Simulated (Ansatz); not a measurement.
# Ta: convergence with the PAW cutoff, part 2 of 2

Aim: hold Ta and all else fixed and vary the PAW cutoff, to see how far energy and properties move.

Ansatz 0.2.0; DFT PBE; a database cell (COD).

## (4) With PAW files, cutoff 350 eV

input.yaml reads:

```yaml
crystal:
  lattice:
    - [0.0, 2.11, 2.11]
    - [2.11, 0.0, 2.11]
    - [2.11, 2.11, 0.0]
  atoms:
    - { symbol: Ta, position: [0.0, 0.0, 0.0] }
kpoints:
  mp_grid: { grid: [15, 15, 15] }
scf:
  occupations: { method: fermi_dirac, width: 0.08 }
hamiltonian:
  xc: pbe
  pseudopotentials: { kind: paw }
output:
  forces: true
  stress: true
  eigenvalues: true
  efg: { contact_densities: true }
basis:
  ecutwfc: 350
```

Launch:

```bash
ansatz run input.yaml --threads 1 --pin off --max-ram 2048MiB --backend cpu --events-out ev --progress --plain --runs-dir out
```

The program printed:

```text
Warning: basis.ecutwfc = 350 eV is below the records' recommended 420 eV, and the density's cutoff is lower with it unless basis.ecutrho_ratio is high enough to keep the records' density cutoff: compare with a run at a higher cutoff
Ta: output.efg is read without spin–orbit coupling, which moves field gradients at and beside such atoms by some per cent and up to a factor of two; PAW files take it under magnetization.noncollinear and magnetization.spin_orbit
Engine: ansatz 0.2.0
Pseudopotentials: kind: paw
Pseudopotential: Ta, paw, valence charge 13, recommended cutoff 420 eV (normal)
Functional definition: PBE
  parameter kappa = 0.804
  parameter beta = 0.06672455060314922
  exchange = pbe_x(kappa = kappa, mu = beta*pi^2/3)
  correlation = pbe_c(beta = beta)
Crystal: 1 atoms, lattice volume = 18.788 Å³
Basis set: ecut = 350 eV, 283 PW (Γ), exchange–correlation on 40×40×40 points (8 copies of the dense FFT grid, shifted against one another)
Bands: 11, of which v1, the nominal top of the filled ones, is band 7 counted from 1 (6 counted from 0)
Symmetry: 48 space group operations
Space group: Fm-3m (ITA 225), of the structure as read, at distance tolerance 2.7e-5 Å
k-points: 120 of 3375
Non-local potential: Ta, projectors of the file, l = 0: 3, l = 1: 2, l = 2: 2, l = 3: 1
PAW form: soft (Blöchl's): semilocal exchange-correlation on the pseudo side does not see the compensation charge
PAW one-centre angular grid: Ta, 590 points (default); XC on 64 Gauss nodes
Initial density: superposition of atomic densities (neutral atoms: chi_scale 0, normalization atom), corrected by the library's trained network
Initial wavefunctions: pseudopotential atomic-orbital guess
Functional: x = pbe(κ = 0.804, μ = 0.2195149727645171), c = pbe(β = 0.06672455060314922)
SCF iter   1: F=—  HF=-9932.017254 eV  |F-HF|=—  |Δ(HF+E_count)|=         —  Δρ=2.80e-3  dr2=6.13e-4  ethr=1.77e-3  ⟨swp⟩=5.2  Hψ=7284  notcnv=0
preconditioner: auto → none  [metal: Δε(μ)=0.019 eV  Ē_g=7.830 eV  σ=0.080 eV  W_gap=0.06  n_scr=0 (ndim 8)  ℏωp=19.2 eV  f_vac=0.000  D(μ)=1.34/eV (n_scr^D=14)]
SCF iter   2: F=—  HF=-9932.017328 eV  |F-HF|=—  |Δ(HF+E_count)|=   7.47e-5  Δρ=1.55e-3  dr2=1.67e-4  ethr=4.72e-6  ⟨swp⟩=2.5  Hψ=2880  notcnv=0
SCF iter   3: F=—  HF=-9932.017426 eV  |F-HF|=—  |Δ(HF+E_count)|=   9.81e-5  Δρ=2.47e-4  dr2=4.98e-6  ethr=1.28e-6  ⟨swp⟩=2.0  Hψ=1961  notcnv=0
SCF iter   4: F=—  HF=-9932.017424 eV  |F-HF|=—  |Δ(HF+E_count)|=   2.86e-6  Δρ=8.73e-5  dr2=4.40e-7  ethr=3.83e-8  ⟨swp⟩=2.2  Hψ=1954  notcnv=0
iter 5 did not close the SCF: its close was put off for the readings that it lacked (scf_convergence_deferred on its scf_iter line)
SCF iter   5: F=-9932.017423 eV  HF=-9932.017423 eV  |F-HF|=9.73e-10  |Δ(HF+E_count)|=   1.45e-7  Δρ=1.03e-5  dr2=1.28e-8  ethr=3.39e-9  ⟨swp⟩=2.0  Hψ=1915  notcnv=0
SCF iter   6: F=-9932.017423 eV  HF=-9932.017423 eV  |F-HF|=1.16e-9  |Δ(HF+E_count)|=   3.06e-9  Δρ=6.43e-6  dr2=2.56e-9  ethr=9.84e-11  ⟨swp⟩=2.0  Hψ=4505  notcnv=0
SCF 1 converged in 6 iterations: F = -9932.017423 eV  dr2 = 2.56e-9
SCF converged after 6 iterations
Free energy (F): -9932.017423 eV
Harris-Foulkes:  -9932.017423 eV  (|F-HF|=1.16e-9)
Internal energy: -9931.989384 eV  (E = F + TS)
E sigma→0 (E₀):  -9932.003404 eV
Entropy (-TS):   -0.028039 eV (-28.039 meV/atom)
Fermi energy:    18.132928 eV
--- Per-component energies (eV) ---
  E_band       = -115.043030
  E_kinetic    = 364.871613
  E_local      = -571.302137  (includes V_loc(G=0)·N_el)
  E_nonlocal   = 14.158891
  E_hartree    = 196.632849
  E_xc         = -218.087666
  E_vxc        = -203.531591  (∫ρ·V_xc dr)
  E_paw        = -8396.291023  (= ΣΔE_a)
  E_vpaw       = -112.505663  (= ΣTr[D̂ρ^β])
  E_aug_tail   = 0.000322  (compensation charges beyond the density's cutoff)
  E_ewald      = -1321.972233
  E_smearing   = -0.028039  (= −TS)
  E_closure    = 0.000000  (closes the sum)
  Σ components = -9932.017423   (vs F -9932.017423, Δ=0.00e0)
--- Forces (eV/Å), atoms counted from 1 ---
  atom   1  Ta    -0.00000000     0.00000000     0.00000000
  max |Σ_I F_I| component: 2.05e-32 eV/Å
--- Stress (GPa, compression-positive) ---
        0.574430       0.000000      -0.000000
        0.000000       0.574430       0.000000
       -0.000000       0.000000       0.574430
  P = ⅓ Tr σ = 0.5744 GPa (5.744 kbar)
--- PAW observables at the nuclei: V_zz in 10²¹ V/m², potentials from the cell's mean, atoms counted from 1 ---
  atom   1  Ta V_zz =    +0.000000   η = 0.0000   by run symmetry: forbidden
            electrostatic potential = -14500.361989 V   contact ρ = 8154567.931219 e/Å³
--- Band table (eV; the first three rows and the last of 120) ---
  k-point 0: bands = ["-49.4367", "-15.4448", "-15.4448", "-15.4448", "10.0202", "18.5792", "18.5792", "18.5792", "21.5792", "21.5792", "30.2768"]
  k-point 1: bands = ["-49.4330", "-15.4917", "-15.4507", "-15.4507", "10.1976", "18.4246", "18.6640", "18.6640", "21.4958", "21.4958", "30.6450"]
  k-point 2: bands = ["-49.4222", "-15.6230", "-15.4675", "-15.4675", "10.7047", "18.0464", "18.8680", "18.8680", "21.3353", "21.3353", "31.5291"]
  k-point 119: bands = ["-49.3198", "-16.1361", "-16.0901", "-15.8131", "15.3885", "16.6438", "17.2490", "20.2137", "24.4254", "27.2458", "28.4143"]
```

It took 2.7 s on 1 thread of Arm Neoverse V1, shared host; peak memory 0.32 GiB.

Result: pressure 0.57 GPa; no gap.

## (5) With PAW files, cutoff 600 eV

Changes to input.yaml since step 4:

```diff
@@ -19,3 +19,7 @@
   efg: { contact_densities: true }
+  write_density: true
+  write_potential: true
+  elf: true
+  volumetric_format: npy
 basis:
-  ecutwfc: 350
+  ecutwfc: 600
```

Launch:

```bash
ansatz run input.yaml --threads 1 --pin off --max-ram 2048MiB --backend cpu --events-out ev --progress --plain --runs-dir out
```

The program printed:

```text
Ta: output.efg is read without spin–orbit coupling, which moves field gradients at and beside such atoms by some per cent and up to a factor of two; PAW files take it under magnetization.noncollinear and magnetization.spin_orbit
[... 8 set-up lines as earlier in the session ...]
Crystal: 1 atoms, lattice volume = 18.788 Å³
Basis set: ecut = 600 eV, 609 PW (Γ), exchange–correlation on 48×48×48 points (8 copies of the dense FFT grid, shifted against one another)
Bands: 11, of which v1, the nominal top of the filled ones, is band 7 counted from 1 (6 counted from 0)
[... 2 set-up lines as earlier in the session ...]
k-points: 120 of 3375
[... 6 set-up lines as earlier in the session ...]
SCF iter   1: F=—  HF=-9932.022270 eV  |F-HF|=—  |Δ(HF+E_count)|=         —  Δρ=2.93e-3  dr2=6.22e-4  ethr=1.77e-3  ⟨swp⟩=5.7  Hψ=7613  notcnv=0
preconditioner: auto → none  [metal: Δε(μ)=0.019 eV  Ē_g=7.830 eV  σ=0.080 eV  W_gap=0.06  n_scr=0 (ndim 8)  ℏωp=19.2 eV  f_vac=0.000  D(μ)=1.34/eV (n_scr^D=14)]
SCF iter   2: F=—  HF=-9932.022511 eV  |F-HF|=—  |Δ(HF+E_count)|=   2.41e-4  Δρ=1.56e-3  dr2=1.56e-4  ethr=4.78e-6  ⟨swp⟩=2.6  Hψ=2974  notcnv=0
SCF iter   3: F=—  HF=-9932.022649 eV  |F-HF|=—  |Δ(HF+E_count)|=   1.38e-4  Δρ=2.09e-4  dr2=4.23e-6  ethr=1.20e-6  ⟨swp⟩=2.2  Hψ=1897  notcnv=0
SCF iter   4: F=—  HF=-9932.022648 eV  |F-HF|=—  |Δ(HF+E_count)|=   8.54e-7  Δρ=7.24e-5  dr2=2.69e-7  ethr=3.26e-8  ⟨swp⟩=2.1  Hψ=1996  notcnv=0
iter 5 did not close the SCF: its close was put off for the readings that it lacked (scf_convergence_deferred on its scf_iter line)
SCF iter   5: F=-9932.022648 eV  HF=-9932.022648 eV  |F-HF|=1.87e-9  |Δ(HF+E_count)|=   8.67e-8  Δρ=8.66e-6  dr2=8.14e-9  ethr=2.07e-9  ⟨swp⟩=2.1  Hψ=1875  notcnv=0
SCF iter   6: F=-9932.022648 eV  HF=-9932.022648 eV  |F-HF|=6.40e-10  |Δ(HF+E_count)|=   3.82e-9  Δρ=4.45e-6  dr2=1.18e-9  ethr=6.26e-11  ⟨swp⟩=5.4  Hψ=6757  notcnv=0
SCF 1 converged in 6 iterations: F = -9932.022648 eV  dr2 = 1.18e-9
SCF converged after 6 iterations
Free energy (F): -9932.022648 eV
Harris-Foulkes:  -9932.022648 eV  (|F-HF|=6.40e-10)
Internal energy: -9931.994609 eV  (E = F + TS)
E sigma→0 (E₀):  -9932.008628 eV
Entropy (-TS):   -0.028039 eV (-28.039 meV/atom)
Fermi energy:    18.132148 eV
--- Per-component energies (eV) ---
  E_band       = -115.059594
  E_kinetic    = 364.840061
  E_local      = -571.257116  (includes V_loc(G=0)·N_el)
  E_nonlocal   = 14.177474
  E_hartree    = 196.613800
  E_xc         = -218.065694
  E_vxc        = -203.506388  (∫ρ·V_xc dr)
  E_paw        = -8396.330922  (= ΣΔE_a)
  E_vpaw       = -112.540979  (= ΣTr[D̂ρ^β])
  E_aug_tail   = 0.000022  (compensation charges beyond the density's cutoff)
  E_ewald      = -1321.972233
  E_smearing   = -0.028039  (= −TS)
  E_closure    = 0.000000  (closes the sum)
  Σ components = -9932.022648   (vs F -9932.022648, Δ=0.00e0)
--- Forces (eV/Å), atoms counted from 1 ---
  atom   1  Ta    -0.00000000    -0.00000000     0.00000000
  max |Σ_I F_I| component: 1.64e-31 eV/Å
--- Stress (GPa, compression-positive) ---
        0.550279       0.000000       0.000000
        0.000000       0.550279      -0.000000
        0.000000       0.000000       0.550279
  P = ⅓ Tr σ = 0.5503 GPa (5.503 kbar)
--- PAW observables at the nuclei: V_zz in 10²¹ V/m², potentials from the cell's mean, atoms counted from 1 ---
  atom   1  Ta V_zz =    -0.000000   η = 0.0000   by run symmetry: forbidden
            electrostatic potential = -14500.358583 V   contact ρ = 8154567.798944 e/Å³
--- Band table (eV; the first three rows and the last of 120) ---
  k-point 0: bands = ["-49.4403", "-15.4459", "-15.4459", "-15.4459", "10.0200", "18.5792", "18.5792", "18.5792", "21.5795", "21.5795", "30.2729"]
  k-point 1: bands = ["-49.4365", "-15.4928", "-15.4518", "-15.4518", "10.1973", "18.4246", "18.6640", "18.6640", "21.4961", "21.4961", "30.6412"]
  k-point 2: bands = ["-49.4258", "-15.6240", "-15.4686", "-15.4686", "10.7044", "18.0462", "18.8679", "18.8679", "21.3355", "21.3355", "31.5258"]
  k-point 119: bands = ["-49.3235", "-16.1372", "-16.0912", "-15.8143", "15.3882", "16.6431", "17.2481", "20.2134", "24.4255", "27.2447", "28.4113"]
```

Wall time 4.3 s (1 thread of Arm Neoverse V1, shared host); peak memory 0.37 GiB.

This run gives: pressure 0.55 GPa; no gap.

## (6) With PAW files, cutoff 800 eV

Changes to input.yaml since step 5:

```diff
@@ -19,7 +19,3 @@
   efg: { contact_densities: true }
-  write_density: true
-  write_potential: true
-  elf: true
-  volumetric_format: npy
 basis:
-  ecutwfc: 600
+  ecutwfc: 800
```

Launch:

```bash
ansatz run input.yaml --threads 1 --pin off --max-ram 2048MiB --backend cpu --events-out ev --progress --plain --runs-dir out
```

The program printed:

```text
Ta: output.efg is read without spin–orbit coupling, which moves field gradients at and beside such atoms by some per cent and up to a factor of two; PAW files take it under magnetization.noncollinear and magnetization.spin_orbit
[... 8 set-up lines as earlier in the session ...]
Crystal: 1 atoms, lattice volume = 18.788 Å³
Basis set: ecut = 800 eV, 941 PW (Γ), exchange–correlation on 60×60×60 points (8 copies of the dense FFT grid, shifted against one another)
Bands: 11, of which v1, the nominal top of the filled ones, is band 7 counted from 1 (6 counted from 0)
[... 2 set-up lines as earlier in the session ...]
k-points: 120 of 3375
[... 6 set-up lines as earlier in the session ...]
SCF iter   1: F=—  HF=-9932.022436 eV  |F-HF|=—  |Δ(HF+E_count)|=         —  Δρ=2.94e-3  dr2=6.30e-4  ethr=1.77e-3  ⟨swp⟩=5.8  Hψ=7681  notcnv=0
preconditioner: auto → none  [metal: Δε(μ)=0.019 eV  Ē_g=7.830 eV  σ=0.080 eV  W_gap=0.06  n_scr=0 (ndim 8)  ℏωp=19.2 eV  f_vac=0.000  D(μ)=1.34/eV (n_scr^D=14)]
SCF iter   2: F=—  HF=-9932.022662 eV  |F-HF|=—  |Δ(HF+E_count)|=   2.26e-4  Δρ=1.56e-3  dr2=1.54e-4  ethr=4.85e-6  ⟨swp⟩=2.5  Hψ=2963  notcnv=0
SCF iter   3: F=—  HF=-9932.022797 eV  |F-HF|=—  |Δ(HF+E_count)|=   1.35e-4  Δρ=2.07e-4  dr2=4.64e-6  ethr=1.18e-6  ⟨swp⟩=2.4  Hψ=1964  notcnv=0
SCF iter   4: F=—  HF=-9932.022789 eV  |F-HF|=—  |Δ(HF+E_count)|=   8.25e-6  Δρ=6.87e-5  dr2=2.43e-7  ethr=3.57e-8  ⟨swp⟩=2.1  Hψ=1946  notcnv=0
iter 5 did not close the SCF: its close was put off for the readings that it lacked (scf_convergence_deferred on its scf_iter line)
SCF iter   5: F=-9932.022788 eV  HF=-9932.022788 eV  |F-HF|=3.21e-9  |Δ(HF+E_count)|=   6.81e-8  Δρ=8.30e-6  dr2=6.10e-9  ethr=1.87e-9  ⟨swp⟩=2.8  Hψ=1867  notcnv=0
SCF iter   6: F=-9932.022788 eV  HF=-9932.022788 eV  |F-HF|=5.84e-10  |Δ(HF+E_count)|=   4.68e-9  Δρ=4.05e-6  dr2=1.01e-9  ethr=4.70e-11  ⟨swp⟩=2.0  Hψ=4445  notcnv=0
SCF 1 converged in 6 iterations: F = -9932.022788 eV  dr2 = 1.01e-9
SCF converged after 6 iterations
Free energy (F): -9932.022788 eV
Harris-Foulkes:  -9932.022788 eV  (|F-HF|=5.84e-10)
Internal energy: -9931.994749 eV  (E = F + TS)
E sigma→0 (E₀):  -9932.008769 eV
Entropy (-TS):   -0.028039 eV (-28.039 meV/atom)
Fermi energy:    18.132136 eV
--- Per-component energies (eV) ---
  E_band       = -115.059978
  E_kinetic    = 364.840298
  E_local      = -571.257142  (includes V_loc(G=0)·N_el)
  E_nonlocal   = 14.177308
  E_hartree    = 196.613700
  E_xc         = -218.065557
  E_vxc        = -203.506191  (∫ρ·V_xc dr)
  E_paw        = -8396.331121  (= ΣΔE_a)
  E_vpaw       = -112.541347  (= ΣTr[D̂ρ^β])
  E_aug_tail   = -0.000002  (compensation charges beyond the density's cutoff)
  E_ewald      = -1321.972233
  E_smearing   = -0.028039  (= −TS)
  E_closure    = 0.000000  (closes the sum)
  Σ components = -9932.022788   (vs F -9932.022788, Δ=0.00e0)
--- Forces (eV/Å), atoms counted from 1 ---
  atom   1  Ta    -0.00000000    -0.00000000     0.00000000
  max |Σ_I F_I| component: 5.96e-32 eV/Å
--- Stress (GPa, compression-positive) ---
        0.550315       0.000000       0.000000
        0.000000       0.550315      -0.000000
       -0.000000       0.000000       0.550315
  P = ⅓ Tr σ = 0.5503 GPa (5.503 kbar)
--- PAW observables at the nuclei: V_zz in 10²¹ V/m², potentials from the cell's mean, atoms counted from 1 ---
  atom   1  Ta V_zz =    +0.000000   η = 0.0000   by run symmetry: forbidden
            electrostatic potential = -14500.356321 V   contact ρ = 8154567.781470 e/Å³
--- Band table (eV; the first three rows and the last of 120) ---
  k-point 0: bands = ["-49.4404", "-15.4459", "-15.4459", "-15.4459", "10.0199", "18.5792", "18.5792", "18.5792", "21.5794", "21.5794", "30.2729"]
  k-point 1: bands = ["-49.4366", "-15.4929", "-15.4519", "-15.4519", "10.1973", "18.4245", "18.6640", "18.6640", "21.4961", "21.4961", "30.6411"]
  k-point 2: bands = ["-49.4259", "-15.6240", "-15.4687", "-15.4687", "10.7044", "18.0462", "18.8679", "18.8679", "21.3354", "21.3354", "31.5257"]
  k-point 119: bands = ["-49.3235", "-16.1372", "-16.0913", "-15.8143", "15.3882", "16.6431", "17.2481", "20.2134", "24.4254", "27.2446", "28.4112"]
```

Wall time 4.6 s (1 thread of Arm Neoverse V1, shared host); peak memory 0.39 GiB.

Result: pressure 0.55 GPa; no gap.

## (7) All runs together

| cutoff (eV) | energy from the last row (meV/atom) | pressure (GPa) | SCF cycles, by the record's count | time |
| --- | --- | --- | --- | --- |
| 150 | 8677.18 | -20.78 | 6 | 2.4 s |
| 300 | 13.47 | 0.54 | 6 | 2.5 s |
| 350 | 5.36 | 0.57 | 6 | 2.7 s |
| 600 | 0.14 | 0.55 | 6 | 4.3 s |
| 800 | 0.00 | 0.55 | 6 | 4.6 s |

Energies are those extrapolated to zero smearing.

## (8) Results

This closing draws on all 2 parts.

```
                             quantity               value
energy error of the loosest run (PAW)     8677.2 meV/atom
               within 1 meV/atom from       cutoff 600 eV
    pressure, lowest to highest (PAW)  -20.78 to 0.57 GPa
```

At the loosest setting in the table the energy misses the tightest run by 8677.2 meV/atom; from cutoff 600 eV on, all lie within 1 meV/atom of it. The energy falls at every step, as a growing basis should make it. The pressure spans 21.35 GPa (PAW). Spin-orbit coupling is left out, though the cell holds Ta; in elements this heavy it can shift bands and gaps by tenths of an eV.
